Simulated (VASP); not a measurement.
# ZnO (zincite) (P6_3mc) in VASP: notebook, part 2 of 2

VASP 6.6.1. The steps go on from the part before.

**4. Phonons, LDA**

POSCAR

```
ZnO
1.0
    3.2493080000      0.0000000000      0.0000000000
   -1.6246540000      2.8139832727      0.0000000000
    0.0000000000      0.0000000000      5.2057090000
Zn O
2 2
Direct
    0.6666666667      0.3333333333      0.0000000000
    0.3333333333      0.6666666667      0.5000000000
    0.3333333333      0.6666666667      0.8790100000
    0.6666666667      0.3333333333      0.3790100000
```

INCAR.step1

```
PREC = Accurate
ENCUT = 600
EDIFF = 1E-8
ISMEAR = -1
SIGMA = 0.05
LREAL = False
LASPH = True
NELM = 100
ALGO = Normal
ISIF = 3
LWAVE = False
LCHARG = False
GGA = CA
IBRION = 2
NSW = 40
EDIFFG = -0.002
```

INCAR.step2

```
PREC = Accurate
ENCUT = 600
EDIFF = 1E-8
ISMEAR = -1
SIGMA = 0.05
LREAL = False
LASPH = True
NELM = 100
ALGO = Normal
ISIF = 2
LWAVE = False
LCHARG = False
GGA = CA
IBRION = 6
NFREE = 2
POTIM = 0.015
NSW = 1
```

KPOINTS

```
Automatic mesh
0
Gamma
  7 7 4
```

Potentials or basis: VASP PAW LDA potentials, release 64 (Zn, O).

Run with:

```console
cat potpaw_LDA.64/Zn/POTCAR potpaw_LDA.64/O/POTCAR > POTCAR
cp INCAR.step1 INCAR
mpirun -np 1 vasp_std > vasp.out
cp CONTCAR POSCAR
cp INCAR.step2 INCAR
mpirun -np 1 vasp_std > vasp.out
```

OUTCAR:

```text
PREC = Accurate
   ENCUT = 600
   EDIFF = 1E-8
   ISMEAR = -1
   LREAL = False
   LASPH = True
   NELM = 100
   ISIF = 2
   GGA = CA
   IBRION = 6
   NFREE = 2
   POTIM = 0.015
   NSW = 1

 ion  position               nearest neighbor table
   1  0.667  0.333  0.000-   3 1.95   3 1.95   3 1.95   4 1.95
   2  0.333  0.667  0.500-   4 1.95   4 1.95   4 1.95   3 1.95
   3  0.333  0.667  0.879-   1 1.95   1 1.95   1 1.95   2 1.95
   4  0.667  0.333  0.379-   2 1.95   2 1.95   2 1.95   1 1.95

  LATTYP: Found a hexagonal cell.
 ALAT       =     3.1939184300
 C/A-ratio  =     1.6163015122

  Lattice vectors:

 A1 = (   3.1939184300,   0.0000000000,   0.0000000000)
 A2 = (  -1.5969592150,   2.7660144980,   0.0000000000)
 A3 = (   0.0000000000,   0.0000000000,   5.1623351882)

Analysis of symmetry for initial positions (statically):
=====================================================================
 Subroutine PRICEL returns:
 Original cell was already a primitive cell.

 Routine SETGRP: Setting up the symmetry group for a
 hexagonal supercell.

 Subroutine GETGRP returns: Found 12 space group operations
 (whereof  6 operations were pure point group operations)
 out of a pool of 24 trial point group operations.

The static configuration has the point symmetry C_3v.
 The point group associated with its full space group is C_6v.

Analysis of symmetry for dynamics (positions and initial velocities):
=====================================================================
 Subroutine PRICEL returns:
 Original cell was already a primitive cell.

 Routine SETGRP: Setting up the symmetry group for a
 hexagonal supercell.

 Subroutine GETGRP returns: Found 12 space group operations
 (whereof  6 operations were pure point group operations)
 out of a pool of 24 trial point group operations.

The dynamic configuration has the point symmetry C_3v.
 The point group associated with its full space group is C_6v.

 Subroutine INISYM returns: Found 12 space group operations
 (whereof  6 operations are pure point group operations),
 and found     1 'primitive' translations

----------------------------------------------------------------------------------------

                                     Primitive cell

  volume of cell :      45.6063

  direct lattice vectors                    reciprocal lattice vectors
     3.193918430  0.000000000  0.000000000     0.313095034  0.180765502  0.000000000
    -1.596959215  2.766014498  0.000000000     0.000000000  0.361531005  0.000000000
     0.000000000  0.000000000  5.162335188     0.000000000  0.000000000  0.193710785

[... 109 lines left out ...]
  Thomas-Fermi vector in A             =   2.622835
   LORBIT       =      0    0 simple, 1 ext, 2 COOP (PROOUT), +10 PAW based schemes
   GGA     = CA    functional components
   LHFCALC =     F    Hartree Fock is set to
   AEXX    =    0.0000 exact exchange contribution
   IVDW    =     0    specifies the selected vdW correction
   LEPSILON=     F    determine dielectric tensor
   LRPA    =     F    only Hartree local field effects (RPA)
 finite differences with symmetry
 non-spin polarized calculation
  energy-cutoff  :      600.00
  volume of cell :       45.61
 maximum number of plane-waves:      1540
 NGX is ok and might be reduce to    28
   NGX = 13   NGY = 13   NGZ = 21

--------------------------------------- Ionic step        1  -------------------------------------------

 number of electron      35.9999998 magnetization

 Free energy of the ion-electron system (eV)
  ---------------------------------------------------
  ext. energy  EPLUGINS =         0.00000000
  ---------------------------------------------------
  free energy    TOTEN  =       -21.16227164 eV

  energy without entropy =      -21.16226621  energy(sigma->0) =      -21.16226892

------------------------ aborting loop because EDIFF is reached ----------------------------------------

  FORCE on cell =-STRESS in cart. coord.  units (eV):
  Direction    XX          YY          ZZ          XY          YZ          ZX
  --------------------------------------------------------------------------------------
  -------------------------------------------------------------------------------------
  Total        0.0206686      0.0206686      0.0204022      0.0000000     -0.0000000      0.0000000
  in kB        0.7261025      0.7261025      0.7167417      0.0000000     -0.0000000      0.0000000
  external PRESSURE =       0.7229822 kB  Pullay stress =       0.0000000 kB
[... 291 lines left out ...]
--------------------------------------- Ionic step        9  -------------------------------------------

 number of electron      36.0000000 magnetization

 Free energy of the ion-electron system (eV)
  ---------------------------------------------------
  ext. energy  EPLUGINS =         0.00000000
  ---------------------------------------------------
  free energy    TOTEN  =       -21.16085830 eV

  energy without entropy =      -21.16085285  energy(sigma->0) =      -21.16085557

 E-fermi :   1.7137     XC(G=0): -11.6919

 val. band max:        1.2870227968   @ k =   0.0000   0.0000   0.0000
 cond. band min:       2.0875896147   @ k =   0.0000   0.0000   0.0000
 fundamental gap:      0.8005668179
 Fermi energy:         1.7137499313

 k-point     1 :       0.0000    0.0000    0.0000
  band No.  band energies     occupation
      1     -16.8804      2.00000
      2     -16.0458      2.00000
      3      -4.7957      2.00000
      4      -4.7013      2.00000
      5      -4.7013      2.00000
      6      -4.6838      2.00000
[... 589 lines left out ...]
     21       9.8853      0.00000
     22       9.9920      0.00000

 [... further k-points ...]
[... 5 lines left out ...]
  --------------------------------------------------------------------------------------
  -------------------------------------------------------------------------------------
  Total       -0.0604923     -0.0604923      0.1759789      0.0000000      0.0000000     -0.0000000
  in kB       -2.1251326     -2.1251326      6.1822519      0.0000000      0.0000000     -0.0000000
  external PRESSURE =       0.6439956 kB  Pullay stress =       0.0000000 kB
[... 19 lines left out ...]
  FREE ENERGIE OF THE ION-ELECTRON SYSTEM (eV)
  ---------------------------------------------------
  free  energy   TOTEN  =       -21.1608582986 eV

  energy  without entropy=      -21.1608528498  energy(sigma->0) =      -21.16085557

 INTERNAL STRAIN TENSORS FROM DISPLACED ATOMS
 ============================================

 INTERNAL STRAIN TENSOR FOR ION    1 for displacements in x,y,z  (eV/Angst):
          X           Y           Z          XY          YZ          ZX
  --------------------------------------------------------------------------------
  x    -0.00000     0.00000    -0.00000     8.00702    -0.00000    -5.09598
  y     8.00702    -8.00702     0.00000    -0.00000    -5.09598     0.00000
  z    -5.19068    -5.19068    10.06712     0.00000     0.00000     0.00000

 INTERNAL STRAIN TENSOR FOR ION    4 for displacements in x,y,z  (eV/Angst):
          X           Y           Z          XY          YZ          ZX
  --------------------------------------------------------------------------------
  x     0.00000    -0.00000     0.00000     9.00961     0.00000     5.10400
  y     9.00961    -9.00961    -0.00000     0.00000     5.10401    -0.00000
  z     5.21037     5.21037   -10.06377     0.00000     0.00000     0.00000

 Eigenvectors and eigenvalues of the dynamical matrix
 ----------------------------------------------------

   1 f  =   16.676342 THz   104.780548 2PiTHz  556.262899 cm-1    68.967779 meV
             X         Y         Z           dx          dy          dz
      1.596959  0.922005  0.001259    -0.000000   -0.000000   -0.097321
     -0.000000  1.844010  2.582426     0.000000    0.000000    0.097321
     -0.000000  1.844010  4.536486     0.000000    0.000000   -0.700377
      1.596959  0.922005  1.955318    -0.000000   -0.000000    0.700377
[... 71 lines left out ...]
  12 f/i=    0.004749 THz     0.029837 2PiTHz    0.158398 cm-1     0.019639 meV
             X         Y         Z           dx          dy          dz
      1.596959  0.922005  0.001259     0.000000   -0.000000    0.633679
     -0.000000  1.844010  2.582426     0.000000   -0.000000    0.633679
     -0.000000  1.844010  4.536486     0.000000   -0.000000    0.313769
      1.596959  0.922005  1.955318     0.000000   -0.000000    0.313769

 ELASTIC MODULI CONTR FROM IONIC RELAXATION (kBar)
 Direction    XX          YY          ZZ          XY          YZ          ZX
 --------------------------------------------------------------------------------
 XX        -838.0296    325.4126    496.0773     -0.0000      0.0000     -0.0000
 YY         325.4126   -838.0296    496.0773      0.0000     -0.0000      0.0000
 ZZ         496.0773    496.0773   -960.1423      0.0000     -0.0000      0.0000
 XY          -0.0000      0.0000      0.0000   -581.7211     -0.0000      0.0000
 YZ          -0.0000      0.0000     -0.0000     -0.0000   -224.6170      0.0000
 ZX          -0.0000      0.0000      0.0000      0.0000      0.0000   -224.6169
 --------------------------------------------------------------------------------
```

Run time: 5.1 min. Hardware: 1 thread of AMD EPYC 9R45 (Zen 5), shared host; peak memory 0.29 GiB.

Results:

* Relaxed volume: 11.40 Å³/atom
* Relaxed cell: a = 3.194 Å, b = 3.194 Å, c = 5.162 Å, α = 90.00°, β = 90.00°, γ = 120.00°
* Space group after relaxing (to 0.05 Å): P6_3mc (No. 186)
* Highest phonon frequency at Γ, LO-TO splitting left out: 556 cm⁻¹

The path:
```
step  energy change (eV)  largest force (eV/Å)  pressure (GPa)  volume (Å³)
   1              0.0000                0.0556           -6.24        47.60
   2             -0.0264                0.0403            4.33        44.48
   3             -0.0414                0.0030            0.03        45.60
   4             -0.0414                0.0016            0.15        45.57
   5             -0.0415                0.0198            0.13        45.58
   6             -0.0415                0.0216            0.12        45.58
   7             -0.0416                0.0136           -0.07        45.63
   8             -0.0416                0.0110           -0.13        45.65
   9             -0.0416                0.0007           -0.03        45.62
  10             -0.0417                0.0035            0.01        45.61
  11             -0.0416                0.0018            0.03        45.61
```

Final structure:
```
CELL_PARAMETERS angstrom
3.19392 0.00000 0.00000
-1.59696 2.76601 0.00000
0.00000 0.00000 5.16234
ATOMIC_POSITIONS crystal
Zn 0.66667 0.33333 0.00024
Zn 0.33333 0.66667 0.50024
O 0.33333 0.66667 0.87877
O 0.66667 0.33333 0.37877
```

Phonon frequencies in cm⁻¹ (negative: imaginary):
```
              q point                              frequencies
(0.000, 0.000, 0.000)  0 0 0 90 90 263 396 415 415 448 448 556
```

**5. Elastic constants, LDA**

POSCAR is that of step 4.

INCAR.step1

```
PREC     = Accurate       # precision mode
ENCUT    = 600            # plane-wave cutoff, eV
EDIFF    = 1E-8           # SCF threshold, eV
ISMEAR   = -1             # smearing method
SIGMA    = 0.05           # smearing width, eV
LREAL    = F              # projectors in reciprocal space
LASPH    = T              # aspherical terms in the spheres
NELM     = 80             # most SCF steps
ALGO     = Normal         # electronic algorithm
ISIF     = 3              # what is computed and relaxed
LWAVE    = F              # write WAVECAR
LCHARG   = F              # write CHGCAR
IBRION   = 2              # ionic algorithm
NSW      = 40             # ionic steps
EDIFFG   = -0.002         # ionic threshold
```

INCAR.step2

```
PREC     = Accurate       # precision mode
ENCUT    = 600            # plane-wave cutoff, eV
EDIFF    = 1E-8           # SCF threshold, eV
ISMEAR   = -1             # smearing method
SIGMA    = 0.05           # smearing width, eV
LREAL    = F              # projectors in reciprocal space
LASPH    = T              # aspherical terms in the spheres
NELM     = 80             # most SCF steps
ALGO     = Normal         # electronic algorithm
ISIF     = 3              # what is computed and relaxed
LWAVE    = F              # write WAVECAR
LCHARG   = F              # write CHGCAR
IBRION   = 6              # ionic algorithm
NFREE    = 2            
POTIM    = 0.015          # step
NSW      = 1              # ionic steps
```

KPOINTS

```
regular mesh
0
Gamma
  7 7 4
```

Run with:

```console
cat potpaw_LDA.64/Zn/POTCAR potpaw_LDA.64/O/POTCAR > POTCAR
cp INCAR.step1 INCAR
mpirun -np 1 vasp_std > vasp.out
cp CONTCAR POSCAR
cp INCAR.step2 INCAR
mpirun -np 1 vasp_std > vasp.out
```

Run time: 11 min. Hardware: 1 thread of AMD EPYC 9R45 (Zen 5), shared host; peak memory 0.28 GiB.

The run converged. Its results:

```yaml
Relaxed_volume: 11.40 Å³/atom
Relaxed_cell: a = 3.194 Å, b = 3.194 Å, c = 5.162 Å, α = 90.00°, β = 90.00°, γ = 120.00°
Space_group_after_relaxing_to_0.05_Å: P6_3mc (No. 186)
Voigt_bulk_modulus: 161 GPa
Highest_phonon_frequency_at_Γ_LO-TO_splitting_left_out: 556 cm⁻¹
```

The path:
| step | energy change (eV) | largest force (eV/Å) | pressure (GPa) | volume (Å³) |
| --- | --- | --- | --- | --- |
| 1 | 0.0000 | 0.0556 | -6.24 | 47.60 |
| 2 | -0.0264 | 0.0403 | 4.33 | 44.48 |
| 3 | -0.0414 | 0.0030 | 0.03 | 45.60 |
| 4 | -0.0414 | 0.0016 | 0.15 | 45.57 |
| 5 | -0.0415 | 0.0198 | 0.13 | 45.58 |
| 6 | -0.0415 | 0.0216 | 0.12 | 45.58 |
| 7 | -0.0416 | 0.0136 | -0.07 | 45.63 |
| 8 | -0.0416 | 0.0110 | -0.13 | 45.65 |
| 9 | -0.0416 | 0.0007 | -0.03 | 45.62 |
| 10 | -0.0417 | 0.0035 | 0.01 | 45.61 |
| 11 | -0.0416 | 0.0018 | 0.03 | 45.61 |

Final structure:
```
Zn O
1.0
     3.19392    0.00000    0.00000
    -1.59696    2.76601    0.00000
     0.00000    0.00000    5.16234
Zn O
2 2
Direct
  0.66667 0.33333 0.00024
  0.33333 0.66667 0.50024
  0.33333 0.66667 0.87877
  0.66667 0.33333 0.37877
```

Phonon frequencies in cm⁻¹ (negative: imaginary):
```tsv
q point	frequencies
(0.000, 0.000, 0.000)	0 0 0 90 90 263 396 415 415 448 448 556
```

Elastic tensor in Voigt notation (GPa, in the Cartesian axes of the cell as first typed):
```
220 139 124   0   0   0
139 220 124   0   0   0
124 124 238   0   0   0
  0   0   0  37   0   0
  0   0   0   0  37   0
  0   0   0   0   0  41
```

Clamped-ion elastic tensor (GPa):
```
304 106  74   0   0   0
106 304  74   0   0   0
 74  74 334   0   0   0
  0   0   0  60   0   0
  0   0   0   0  60   0
  0   0   0   0   0  99
```

**6. For comparison**

An earlier run on the cell as given: functional PBE; potentials or basis VASP PAW PBE potentials, release 64 (Zn, O); cutoff 520 eV; k mesh 9 × 9 × 5; occupations fermi-dirac, width 0.05 eV; no spin polarisation.

- Pressure: 6.0 GPa
- Largest force: 0.074 eV/Å
- Band gap on the k mesh: 0.79 eV, direct

**7. Summary**

| task | level | potentials or basis | cell | k mesh | cutoff (eV) | smearing | ladder | ions in elastic constants | gap on the mesh (eV) | pressure (GPa) | largest force (eV/Å) |
| --- | --- | --- | --- | --- | --- | --- | --- | --- | --- | --- | --- |
| band structure | r2SCAN | VASP PAW PBE potentials, release 64 (Zn, O) | as given | 10 × 10 × 6 | 520 | gaussian 0.02 eV | free | - | 1.23 | -0.2 | 0.09 |
| band structure | TB-mBJ | VASP PAW PBE potentials, release 64 (Zn, O) | as given | 10 × 10 × 6 | 520 | gaussian 0.02 eV | free | - | 2.58 | - | - |
| phonons | LDA | VASP PAW LDA potentials, release 64 (Zn, O) | relaxed | 7 × 7 × 4 | 600 | fermi-dirac 0.05 eV | - | - | - | - | - |
| elastic constants | LDA | VASP PAW LDA potentials, release 64 (Zn, O) | relaxed | 7 × 7 × 4 | 600 | fermi-dirac 0.05 eV | - | relaxed | - | - | - |
| single point | PBE | VASP PAW PBE potentials, release 64 (Zn, O) | as given | 9 × 9 × 5 | 520 | fermi-dirac 0.05 eV | - | - | 0.79 | 6.0 | 0.07 |

Alike in all rows: no spin polarisation.

Caveats: the PAW data sets were made with another functional, which shifts forces and pressure a little (some runs).

Total energies depend on the potentials used, so only differences within one code and one set of settings carry meaning.

**8. Against experiment**

Step 2. Measured gap of ZnO: 3.37 eV (quoted in “Electronic structure of alkaline earth and post-transition metal oxides”, 2009, arxiv:0908.1581). This calculation gives 1.23 eV (-2.14 eV). So large a miss can be the level of theory's own, or it may mean another phase, state or a wrong row. The value is that of r2SCAN, without temperature or zero-point motion.

Step 3. Against the measured gap of ZnO, 3.37 eV (quoted in “Electronic structure of alkaline earth and post-transition metal oxides”, 2009, arxiv:0908.1581), the calculated 2.58 eV is off by -0.79 eV. The value is that of TB-mBJ, without temperature or zero-point motion.
